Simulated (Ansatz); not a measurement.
C:

```
C
1.0
     1.22805   -2.12706    0.00000
     1.22805    2.12706    0.00000
     0.00000    0.00000    7.17327
C
4
Direct
  0.91662 0.08338 0.75314
  0.41662 0.58338 0.24686
  0.08338 0.91662 0.24686
  0.58338 0.41662 0.75314
```

This is a stacking variant of graphite.

* Program: Ansatz 0.2.0
* Task: single point
* Functional: PBE
* Potentials or basis: Ansatz PAW
* Cutoff: 420 eV (not typed: the program's choice for these potentials)
* k mesh: 12 × 12 × 4
* Occupations: fermi-dirac, width 0.05 eV
* Spin: no spin polarisation

On this cell: pressure 3.8 GPa; largest force 0.025 eV/Å; band gap on the k mesh 0.02 eV.

The same run follows on a disturbed copy (atoms moved at random, drawn with an rms of 0.05 Å):

```
C
1.0
     1.22805   -2.12706    0.00000
     1.22805    2.12706    0.00000
     0.00000    0.00000    7.17327
C
4
Cartesian
  1.2337 -1.7343 5.4223
  1.2287 0.3782 1.8047
  1.2456 1.7145 1.7625
  1.1419 -0.3905 5.3996
```

Task: What does the disturbed cell give?

Result: The energy moves by +141.0 meV/atom; pressure 8.0 GPa; largest force 5.705 eV/Å; band gap on the k mesh 0.77 eV.

Forces in eV/Å, atoms in the order of the input:
```
C   -4.144 -3.903 -0.354
C    0.743 -4.895 -0.663
C   -0.746  4.894  0.680
C    4.147  3.903  0.337
```

Stress tensor (GPa, compression positive):
```
 2.63 -3.66 -0.27
-3.66 19.72 -1.25
-0.27 -1.25  1.62
```

Caveats: this functional lacks dispersion, which binds the layers, so the pressure and a relaxed spacing across them are unreliable (some runs).

A k mesh can miss the band edges.
